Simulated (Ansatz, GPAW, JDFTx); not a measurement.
One calculation of CdS, 4 ways

```
Cd S
1.0
     0.00000    2.91650    2.91650
     2.91650    0.00000    2.91650
     2.91650    2.91650    0.00000
Cd S
1 1
Direct
  0.00000 0.00000 0.00000
  0.75000 0.75000 0.75000
```

Alike in all runs: task band structure; functional BLYP; k mesh 8 × 8 × 8; occupations fermi-dirac, width 0.05 eV; no spin polarisation; no spin-orbit coupling. Pressure is positive in compression and, in plane waves, holds the error of the finite cutoff, which Ansatz's Pulay term estimates and takes out. Gaps are the smaller of the mesh's and the band path's.

```csv
program and potentials,plane-wave cutoff (eV),notes,band gap (eV),pressure (GPa)
"Ansatz, Ansatz PAW",420,"potentials made for PBE, which Ansatz adapts in part; 13 valence electrons an atom on average; Pulay term of +0.03 GPa included",1.09,6.10
"GPAW, PAW data sets generated for this functional",600,9 valence electrons an atom on average,1.07,5.86
"Ansatz, all-electron LAPW, scalar-relativistic",-,-,1.09,6.12
"JDFTx, PseudoDojo-SR-PBE-0.5-standard with smoothed tails",1388,potentials made for PBE; 13 valence electrons an atom on average,?,-
```

Task: Estimate from the other rows what the run with JDFTx, PseudoDojo-SR-PBE-0.5-standard with smoothed tails gave.

Result: Band gap 1.10 eV. The other rows, which needn't bracket it: band gap 1.07 to 1.09; pressure 5.86 to 6.12.
